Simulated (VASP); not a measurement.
Crystal: SnS.

```
Sn S
1.0
    11.20000    0.00000    0.00000
     0.00000    3.98700    0.00000
     0.00000    0.00000    4.33400
Sn S
4 4
Direct
  0.11940 0.25000 0.11980
  0.38060 0.75000 0.61980
  0.61940 0.25000 0.38020
  0.88060 0.75000 0.88020
  0.85080 0.25000 0.47930
  0.64920 0.75000 0.97930
  0.35080 0.25000 0.02070
  0.14920 0.75000 0.52070
```

Base run:

```yaml
Program: VASP 6.6.1
Functional: TB-mBJ
Potentials_or_basis: VASP PAW PBE potentials, release 64 (Sn_d, S)
Cutoff: 420 eV
k_mesh: 3 × 8 × 7
Occupations: gaussian, width 0.02 eV
Spin: no spin polarisation
```

Its results: band gap on the k mesh 1.22 eV, indirect (least direct gap 1.63 eV).

Q: After a change of settings the same cell gave: band gap on the k mesh 0.86 eV, indirect (least direct gap 1.18 eV). Which change was it?
A. functional from TB-mBJ to HSE06; k mesh from 3 × 8 × 7 to 2 × 4 × 4
B. further incar settings from ALGO = Normal; EDIFF = 1e-06 to ALGO = Normal; EDIFF = 1e-07; NBANDS = 72
C. functional from TB-mBJ to LDA; potentials or basis from VASP PAW PBE potentials, release 64 (Sn_d, S) to VASP PAW LDA potentials, release 64 (Sn_d, S)

A: C.

Caveats: spin-orbit coupling is left out, which moves the levels of the heavy elements; an odd mesh through Γ misses points on the zone boundary, where band edges often lie (some runs); the mesh misses the band edges, which the band path finds closer together (some runs).
